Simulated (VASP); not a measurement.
Write the native input for VASP 6.6.1 that does the following.

```
Task                   : relaxation of cell and atoms
Functional             : PBE
Dispersion             : D3(BJ)
Potentials or basis    : VASP PAW PBE potentials, release 64 (Zr_sv, S)
Cutoff                 : 600 eV
k mesh                 : 9 × 9 × 5
Occupations            : gaussian, width 0.03 eV
Spin                   : no spin polarisation
Further INCAR settings : ALGO = Normal; EDIFF = 1e-07; IBRION = 2; EDIFFG = -0.005; NSW = 90; ISIF = 3
```

The structure of ZrS2 lies in POSCAR:

```
ZrS2                                    
1.0
    3.6351731693      0.0000000000      0.0000000000
   -1.8175865847      3.1481523118      0.0000000000
    0.0000000000      0.0000000000      5.7250099805
  Zr              S             
     1     2
Direct
     1.0000000000000000    1.0000000000000000    1.0000000000000000
     0.6666666699999979    0.3333333300000021    0.7448742211961318
     0.3333333300000021    0.6666666699999979    0.2551257788038683
```

The cell is a database's computed one.

One way to write it, as run:

INCAR

```
ALGO = Normal
EDIFF = 1E-7
EDIFFG = -0.005
ENCUT = 600
GGA = PE
IBRION = 2
ISIF = 3
ISMEAR = 0
IVDW = 12
KPAR = 2
LASPH = T
LCHARG = F
LREAL = F
LWAVE = F
NELM = 80
NSW = 90
PREC = Accurate
SIGMA = 0.03
```

KPOINTS

```
k-points
0
Gamma
  9 9 5
```

Potentials or basis: VASP PAW PBE potentials, release 64 (Zr_sv, S).

Launch:

```sh
$ cat potpaw_PBE.64/Zr_sv/POTCAR potpaw_PBE.64/S/POTCAR > POTCAR
$ mpirun -np 2 vasp_std > vasp.out
```

Results of the run:

```json
{"Relaxed volume": "21.82 Å³/atom", "Relaxed cell": "a = 3.634 Å, b = 3.634 Å, c = 5.724 Å, α = 90.00°, β = 90.00°, γ = 120.00°", "Space group after relaxing (to 0.05 Å)": "P-3m1 (No. 164)", "Energy gained by relaxing": "0.0 meV/atom", "Ionic steps": "4", "Pressure after relaxing": "0.0 GPa", "Largest force after relaxing": "0.005 eV/Å", "Band gap on the k mesh": "0.70 eV, indirect (least direct gap 1.42 eV)", "Dispersion energy per atom": "-0.363 eV"}
```

Caveat: an odd mesh through Γ misses points on the zone boundary, where band edges often lie.

It took 35 s on 2 MPI ranks on Intel(R) Xeon(R) 6975P-C (Granite Rapids) (shared host), peak memory 0.24 GiB a rank.
